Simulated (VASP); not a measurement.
# Zn (Im-3m) in VASP: a series of runs

One crystal, Zn, is run at these levels: LDA; tasks: single point.

All numbers are computed with VASP 6.6.1; they aren't measurements. Logs are shortened: lines on timing, memory, paths and dates and some standing lists are left out, and cuts for length are marked.

## Step 1: The crystal as given

It takes space group Im-3m (No. 229, cubic). Conventional cell: a = 3.138 Å, b = 3.138 Å, c = 3.138 Å, α = 90.00°, β = 90.00°, γ = 90.00°. Zn (site symmetry m-3m) is surrounded by 8 Zn at 2.72 Å.

This isn't the form of Zn at room conditions, which is hcp.

## Step 2: Single point, LDA

Input file INCAR:

```
SYSTEM = Zn
PREC = Accurate
ENCUT = 340
EDIFF = 1E-7
ISMEAR = -1
SIGMA = 0.15
LREAL = .False.
LASPH = .True.
NELM = 100
ALGO = Normal
ISIF = 2
LWAVE = .False.
LCHARG = .False.
NBANDS = 12
ADDGRID = .False.
```

Input file KPOINTS:

```
Automatic mesh
0
Gamma
  7 7 7
  0 0 0
```

Input file POSCAR:

```
Zn
1.0
   -1.5690370000      1.5690370000      1.5690370000
    1.5690370000     -1.5690370000      1.5690370000
    1.5690370000      1.5690370000     -1.5690370000
Zn
1
Direct
    0.0000000000      0.0000000000      0.0000000000
```

Potentials or basis: VASP PAW LDA potentials, release 64 (Zn).

The run is started by

```sh
$ cat potpaw_LDA.64/Zn/POTCAR > POTCAR
$ mpirun -np 1 vasp_std > vasp.out
```

OUTCAR:

```text
SYSTEM = Zn
   PREC = Accurate
   ENCUT = 340
   EDIFF = 1E-7
   ISMEAR = -1
   LREAL = .False.
   LASPH = .True.
   NELM = 100
   ISIF = 2

 Found     20 irreducible k-points:

 Following reciprocal coordinates:
            Coordinates               Weight
  0.000000  0.000000  0.000000      1.000000
  0.142857  0.000000  0.000000     12.000000
  0.285714  0.000000  0.000000     12.000000
  0.428571  0.000000  0.000000     12.000000
  0.142857  0.142857  0.000000     24.000000
  0.285714  0.142857  0.000000     48.000000
   k-points           NKPTS =     20   k-points in BZ     NKDIM =     20   number of bands    NBANDS=     12
   number of dos      NEDOS =    301   number of ions     NIONS =      1
   total plane-waves  NPLWV =   4096
   dimension x,y,z NGX =    16 NGY =   16 NGZ =   16
   dimension x,y,z NGXF=    32 NGYF=   32 NGZF=   32
   ions per type =               1
   NGX,Y,Z   is equivalent  to a cutoff of   9.79,  9.79,  9.79 a.u.
   NGXF,Y,Z  is equivalent  to a cutoff of  19.58, 19.58, 19.58 a.u.
 SYSTEM =  Zn
   PREC   = accura    normal or accurate (medium, high low for compatibility)
   ISTART =      0    job   : 0-new  1-cont  2-samecut
   ICHARG =      2    charge: 1-file 2-atom 10-const
   ISPIN  =      1    spin polarized calculation?
   LNONCOLLINEAR =      F non collinear calculations
   LSORBIT =      F    spin-orbit coupling
   LASPH  =      T    aspherical Exc in radial PAW
   ENCUT  =  340.0 eV  24.99 Ry    5.00 a.u.   4.09  4.09  4.09*2*pi/ulx,y,z
   NELM   =    100;   NELMIN=  2; NELMDL= -5     # of ELM steps
   EDIFF  = 0.1E-06   stopping-criterion for ELM
   LREAL  =      F    real-space projection
   EDIFFG = 0.1E-05   stopping-criterion for IOM
   NSW    =      0    number of steps for IOM
   IBRION =     -1    ionic relax: 0-MD 1-quasi-New 2-CG
   NFREE  =      0    steps in history (QN), initial steepest desc. (CG)
   ISIF   =      2    stress and relaxation
   ISYM   =      2    0-nonsym 1-usesym 2-fastsym
   POTIM  = 0.5000    time-step for ionic-motion
   TEBEG  =    0.0;   TEEND  =   0.0 temperature during run
   PSTRESS=    0.0 pullay stress
   NELECT =      12.0000    total number of electrons
   NUPDOWN=      -1.0000    fix difference up-down
   EMIN   =  10.00;   EMAX   =-10.00  energy-range for DOS
   EFERMI =   0.00;   METHOD = LEGACY
   ISMEAR =    -1;   SIGMA  =   0.15  broadening in eV -4-tet -1-fermi 0-gaus
   EFERMI_NEDOS =   21; number of points for ismear=-14 and -15
   IALGO  =     38    algorithm
   IMIX   =      4    mixing-type and parameters
     AMIX     =   0.40;   BMIX     =  1.00
     AMIX_MAG =   1.60;   BMIX_MAG =  1.00
  volume/ion in A,a.u.               =      15.45       104.27
  Fermi-wavevector in a.u.,A,eV,Ry     =   1.504811  2.843681 30.809811  2.264457
  Thomas-Fermi vector in A             =   2.615742
   LORBIT       =      0    0 simple, 1 ext, 2 COOP (PROOUT), +10 PAW based schemes
   GGA     = CA    functional components
   LHFCALC =     F    Hartree Fock is set to
   AEXX    =    0.0000 exact exchange contribution
   IVDW    =     0    specifies the selected vdW correction
   LEPSILON=     F    determine dielectric tensor
   LRPA    =     F    only Hartree local field effects (RPA)
 non-spin polarized calculation
  energy-cutoff  :      340.00
  volume of cell :       15.45
 maximum number of plane-waves:       236
   NGX =  9   NGY =  9   NGZ =  9

 number of electron      11.9999917 magnetization

 Free energy of the ion-electron system (eV)
  ---------------------------------------------------
  ext. energy  EPLUGINS =         0.00000000
  ---------------------------------------------------
  free energy    TOTEN  =        -1.77343602 eV

  energy without entropy =       -1.75232408  energy(sigma->0) =       -1.76288005

 E-fermi :   2.7396     XC(G=0): -11.8188

 val. band max:        2.5403957291   @ k =  -0.4286  -0.4286   0.1429
 cond. band min:       3.0136297646   @ k =  -0.4286  -0.4286   0.1429
 fundamental gap:      0.4732340355
 Fermi energy:         2.7396060814

 k-point     1 :       0.0000    0.0000    0.0000
  band No.  band energies     occupation
      1      -7.4895      2.00000
      2      -4.9673      2.00000
      3      -4.9673      2.00000
      4      -4.9673      2.00000
      5      -4.4623      2.00000
      6      -4.4623      2.00000
      7      21.5706      0.00000
      8      21.5706      0.00000
      9      21.5706      0.00000
     10      23.6933      0.00000
     11      23.6933      0.00000
     12      23.6933      0.00000

 k-point     2 :       0.1429    0.0000    0.0000
  band No.  band energies     occupation
      1      -6.8608      2.00000
      2      -5.0237      2.00000
      3      -4.9460      2.00000
      4      -4.8214      2.00000
      5      -4.5072      2.00000
      6      -4.4586      2.00000
      7      15.9986      0.00000
      8      18.7782      0.00000
      9      19.5625      0.00000
     10      21.1990      0.00000
     11      21.5347      0.00000
     12      23.6957      0.00000

 k-point     3 :       0.2857    0.0000    0.0000
  band No.  band energies     occupation
      1      -5.6543      2.00000
      2      -5.1500      2.00000
      3      -4.5324      2.00000
      4      -4.4762      2.00000
      5      -4.4468      2.00000
      6      -4.2718      2.00000
      7       9.2519      0.00000
      8      15.8300      0.00000
      9      17.0337      0.00000
     10      19.2524      0.00000
     11      20.2513      0.00000
     12      25.7412      0.00000

 k-point     4 :       0.4286    0.0000    0.0000
  band No.  band energies     occupation
      1      -5.5823      2.00000
      2      -5.2504      2.00000
      3      -4.4978      2.00000
      4      -4.4340      2.00000
      5      -4.1781      2.00000
      6      -1.2457      2.00000
      7       3.5861      0.00706
      8      14.1909      0.00000
      9      15.6678      0.00000
     10      18.3136      0.00000
     11      19.6459      0.00000
     12      29.0293      0.00000

 k-point     5 :       0.1429    0.1429    0.0000
  band No.  band energies     occupation
      1      -5.8101      2.00000
      2      -5.0293      2.00000
      3      -5.0234      2.00000
      4      -4.5584      2.00000
      5      -4.4772      2.00000
      6      -4.3246      2.00000
      7      12.6948      0.00000
      8      13.1488      0.00000
      9      16.8596      0.00000
     10      21.7691      0.00000
     11      22.2532      0.00000
     12      25.1262      0.00000

 k-point     6 :       0.2857    0.1429    0.0000
  band No.  band energies     occupation
      1      -5.4068      2.00000
      2      -5.1644      2.00000
      3      -4.6356      2.00000
      4      -4.5299      2.00000
      5      -4.3833      2.00000
      6      -2.3567      2.00000
      7       6.6946      0.00000
      8      10.9662      0.00000
      9      14.9864      0.00000
     10      20.6636      0.00000
     11      23.8362      0.00000
     12      25.3305      0.00000

 [... further k-points ...]

------------------------ aborting loop because EDIFF is reached ----------------------------------------

  FORCE on cell =-STRESS in cart. coord.  units (eV):
  Direction    XX          YY          ZZ          XY          YZ          ZX
  --------------------------------------------------------------------------------------
  -------------------------------------------------------------------------------------
  Total       -0.8701693     -0.8701693     -0.8701693     -0.0000000     -0.0000000      0.0000000
  in kB      -90.2307942    -90.2307942    -90.2307942     -0.0000000     -0.0000000      0.0000000
  external PRESSURE =     -90.2307942 kB  Pullay stress =       0.0000000 kB

 VOLUME and BASIS-vectors are now :
 -----------------------------------------------------------------------------
  energy-cutoff  :      340.00
  volume of cell :       15.45
      direct lattice vectors                 reciprocal lattice vectors
    -1.569037000  1.569037000  1.569037000     0.000000000  0.318666800  0.318666800
     1.569037000 -1.569037000  1.569037000     0.318666800  0.000000000  0.318666800
     1.569037000  1.569037000 -1.569037000     0.318666800  0.318666800  0.000000000

 POSITION                                       TOTAL-FORCE (eV/Angst)
 -----------------------------------------------------------------------------------
      0.00000      0.00000      0.00000         0.000000     -0.000000     -0.000000
 -----------------------------------------------------------------------------------
    total drift:                                0.000000     -0.000000     -0.000000

  FREE ENERGIE OF THE ION-ELECTRON SYSTEM (eV)
  ---------------------------------------------------
  free  energy   TOTEN  =        -1.7734360155 eV

  energy  without entropy=       -1.7523240752  energy(sigma->0) =       -1.76288005
```

OSZICAR:

```text
N       E                     dE             d eps       ncg     rms          rms(c)
DAV:   1     0.343910120966E+02    0.34391E+02   -0.52096E+03   504   0.120E+03
DAV:   2    -0.968786046913E+00   -0.35360E+02   -0.33115E+02   496   0.178E+02
DAV:   3    -0.188457565004E+01   -0.91579E+00   -0.91455E+00   548   0.307E+01
DAV:   4    -0.188626598511E+01   -0.16903E-02   -0.16902E-02   548   0.120E+00
DAV:   5    -0.188626735172E+01   -0.13666E-05   -0.13665E-05   548   0.339E-02    0.273E+00
DAV:   6    -0.178593324967E+01    0.10033E+00   -0.48376E-01   516   0.139E+01    0.211E+00
DAV:   7    -0.177734799759E+01    0.85853E-02   -0.10377E-02   528   0.196E+00    0.105E+00
DAV:   8    -0.177344327335E+01    0.39047E-02   -0.15941E-03   604   0.489E-01    0.289E-02
DAV:   9    -0.177343581194E+01    0.74614E-05   -0.64851E-05   704   0.115E-01    0.182E-02
DAV:  10    -0.177343601527E+01   -0.20333E-06   -0.43635E-06   528   0.327E-02    0.845E-04
DAV:  11    -0.177343601548E+01   -0.21237E-09   -0.28687E-08   344   0.272E-03
   1 F= -.17734360E+01 E0= -.17628800E+01  d E =-.211119E-01
```

stdout:

```text
POSCAR found type information on POSCAR Zn
 POSCAR found :  1 types and       1 ions
 scaLAPACK will be used
 LDA part: xc-table for (Slater(with rela. corr.)+CA(PZ))
 , standard interpolation
 POSCAR, INCAR and KPOINTS ok, starting setup
 FFT: planning ... GRIDC
 FFT: planning ... GRID_SOFT
 FFT: planning ... GRID
 WAVECAR not read
 entering main loop
```

Run time: 1.5 s. Hardware: 1 thread of Intel Xeon Platinum 8488C (Sapphire Rapids), shared host; peak memory 0.1 GiB.

These settings aren't checked as converged: the numbers below hold their error.

What came out:

| Quantity | Value |
| --- | --- |
| Free energy | -1.7734 eV |
| Pressure | -9.0 GPa |
| Band gap on the k mesh | none (metal or under the smearing width) |

Caveat: the k mesh is coarse (spacing up to 0.40 Å⁻¹), so the values aren't converged; the cutoff is under 1.25 times the usual one of these potentials, so pressure, stress and relaxed cells hold a basis-set (Pulay) error.

(Part 1 of 3 ends here.)
